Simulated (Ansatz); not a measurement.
**Easy axis of O (C2/m)**

The geometry is a structure from the Materials Project, held fixed and not relaxed.

Common settings: PBE, 9×9×7 k mesh, Fermi–Dirac smearing of 0.05 eV. PAW means Ansatz 0.2.0 on its default frozen-core files; LAPW is all-electron LAPW in Ansatz 0.2.0. Site moments are integrated in spheres about the atoms, whose radii differ between the methods.

Input of the first run:

```yaml
crystal:
  lattice:
    - [2.8514028533, -1.66241594, 0.0]
    - [2.8514028533, 1.66241594, 0.0]
    - [-2.3944914034, 0.0, 3.6470501824]
  atoms:
    - { symbol: O, position: [0.02545383, 0.02545383, 0.15557402], spin: 1.0 }
    - { symbol: O, position: [0.97454617, 0.97454617, 0.84442598], spin: 1.0 }
magnetization:
  spin_polarized: true
kpoints:
  mp_grid: { grid: [9, 9, 7] }
scf:
  occupations: { method: fermi_dirac, width: 0.05 }
  lower_state_search: "off"
hamiltonian:
  xc: pbe
  pseudopotentials: { kind: paw }
output:
  forces: true
  stress: true
  eigenvalues: true
```

Command: `ansatz run input.yaml --threads 2 --pin off --max-ram 4096MiB --backend cpu --events-out ev --progress --plain --runs-dir out`

The input for «anisotropy by the force theorem» by PAW differs from it in these lines:

```diff
-    - { symbol: O, position: [0.02545383, 0.02545383, 0.15557402], spin: 1.0 }
-    - { symbol: O, position: [0.97454617, 0.97454617, 0.84442598], spin: 1.0 }
+    - { symbol: O, position: [0.02545383, 0.02545383, 0.15557402], spin: 0.6 }
+    - { symbol: O, position: [0.97454617, 0.97454617, 0.84442598], spin: 0.6 }
-  forces: true
-  stress: true
-  eigenvalues: true
+  eigenvalues: false
+  eigenstates:
+    nscf_kmesh: { grid: [14, 14, 10] }
+    top_band: c27
+    magnetocrystalline_anisotropy: { directions: [[0.0, 1.0, 0.0], [1.0, 0.0, 0.0], [0.0, 0.0, 1.0]] }
```

The input for «spin–orbit coupling, moments along [010]» by LAPW differs from it in these lines, output keys apart:

```diff
-    - { symbol: O, position: [0.02545383, 0.02545383, 0.15557402], spin: 1.0 }
-    - { symbol: O, position: [0.97454617, 0.97454617, 0.84442598], spin: 1.0 }
+    - { symbol: O, position: [0.02545383, 0.02545383, 0.15557402], spin: 0.6, spin_axis: [0.0, 1.0, 0.0] }
+    - { symbol: O, position: [0.97454617, 0.97454617, 0.84442598], spin: 0.6, spin_axis: [0.0, 1.0, 0.0] }
-  spin_polarized: true
+  noncollinear: true
+  spin_orbit: true
-  mp_grid: { grid: [9, 9, 7] }
+  mp_grid: { grid: [8, 8, 6] }
+  convergence: { dr2_threshold: 1.0e-08 }
+  max_iter: 60
-  pseudopotentials: { kind: paw }
+  pseudopotentials: { kind: all_electron, lapw: { basis_error: 0.00025 } }
+checkpoint:
+  write: state
+  compress: false
+  write_every: 100000
+  read: start
```

LAPW spinor runs read a saved state of the collinear run, or of the first direction, whose basis they keep.

Without spin–orbit coupling: Site moments (μB): O1 0.56, O2 0.56. Cell moment 2.00 μB.

Directions of the conventional cell, in Cartesian components: [010] = (0.000, 1.000, 0.000); [100] = (1.000, 0.000, 0.000); a × b = (0.000, 0.000, 1.000). Energies are per cell against [010], without the dipolar shape term.

Task: Which of [010] and [100] is the easier direction, and by how much?

Result: Every estimate counted here puts [010] below [100], but the size isn't settled: it runs from 0.015 to 0.025 meV per cell (0.07 to 0.11 MJ/m³) with method, mesh and smearing or tetrahedra. The range also takes in the self-consistent energies extrapolated to zero smearing. Over coarser sub-meshes the smeared Ansatz force-theorem value scatters by 1.8e-06 meV.
| method | E[100] − E[010] (meV) | Ea × b − E[010] (meV) |
| --- | --- | --- |
| PAW, force theorem, 14×14×10 (in doubt) | +0.025 | +0.151 |
| PAW, the same by tetrahedra (in doubt) | +0.025 | +0.151 |
| LAPW, self-consistent, 8×8×6, basis target 0.25 meV/atom | +0.015 | – |

Rows marked in doubt carry a warning or an error figure from the program that is large for this anisotropy.

Anisotropies move with the k mesh and the smearing, in metals most of all.

The Ansatz runs typed with the search for lower states off end where their start leads. The magnetic state is the one that this cell and start allow. It needn't be the compound's measured order, which may need a larger cell or be absent. Left out because they turned away from the typed direction or changed their moments: PAW, spin–orbit coupling, moments along [010]; PAW, spin–orbit coupling, moments along [100]; PAW, spin–orbit coupling, moments along [010]; PAW, spin–orbit coupling, moments along [100]; and 1 more.
